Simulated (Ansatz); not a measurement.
# GaN: the cost of one run

Method: DFT PBEsol, scalar-relativistic, plane waves, PAW, in Ansatz 0.2.0.

That is the level of the relaxation; later steps name their own.

1 further run of the same task is left out (set aside as unsound or not needed).

## Step 1: The system as given

It takes space group P6_3mc (No. 186, hexagonal). The conventional cell has a = 3.183 Å, b = 3.183 Å, c = 5.185 Å, α = 90.00°, β = 90.00°, γ = 120.00°. Ga (site symmetry 3m) is surrounded by 4 N at 1.95 Å. N (site symmetry 3m) has 4 Ga at 1.95 Å as nearest neighbours.

Coordinates:

```cif
data_structure
_symmetry_space_group_name_H-M 'P6_3mc'
_symmetry_Int_Tables_number 186
_cell_length_a 3.1826
_cell_length_b 3.1826
_cell_length_c 5.1854
_cell_angle_alpha 90.000
_cell_angle_beta 90.000
_cell_angle_gamma 120.000
_cell_volume 45.49
loop_
_atom_site_label
_atom_site_type_symbol
_atom_site_symmetry_multiplicity
_atom_site_Wyckoff_symbol
_atom_site_fract_x
_atom_site_fract_y
_atom_site_fract_z
_atom_site_occupancy
Ga1 Ga 2 b 0.33333 0.66667 0.00169 1
N1 N 2 b 0.33333 0.66667 0.37831 1
```

This cell was relaxed beforehand with the same method: volume 11.37 Å³/atom, gap on the mesh 1.88 eV.

## Step 2: Band edges over the whole zone

File input.yaml:

```yaml
crystal:
  lattice:
    - [3.1825751771, 0.0, 0.0]
    - [-1.5912875885, 2.7561909528, 0.0]
    - [0.0, 0.0, 5.1853899139]
  atoms:
    - { symbol: Ga, position: [0.3333333333, 0.6666666667, 0.0016924057] }
    - { symbol: Ga, position: [0.6666666667, 0.3333333333, 0.5016924057] }
    - { symbol: "N", position: [0.3333333333, 0.6666666667, 0.3783075943] }
    - { symbol: "N", position: [0.6666666667, 0.3333333333, 0.8783075943] }
basis:
  ecutwfc: 420
kpoints:
  mp_grid: { grid: [12, 12, 6] }
  band_path: { path: [VBM, CBM], npoints: 2 }
hamiltonian:
  xc: pbesol
scf:
  occupations: { method: gaussian, width: 0.02 }
output:
  forces: true
  stress: true
  eigenvalues: true
```

Command:

```sh
$ ansatz run input.yaml --threads 2 --pin off --max-ram 5120MiB --backend cpu --events-out ev --progress --plain --runs-dir out
```

**Question.** How long does this run take on 2 threads of Intel Xeon at 2.50GHz (Skylake/Cascade Lake), shared host, and how much memory does it need?

About 11 s, with a peak of 0.4 GiB.
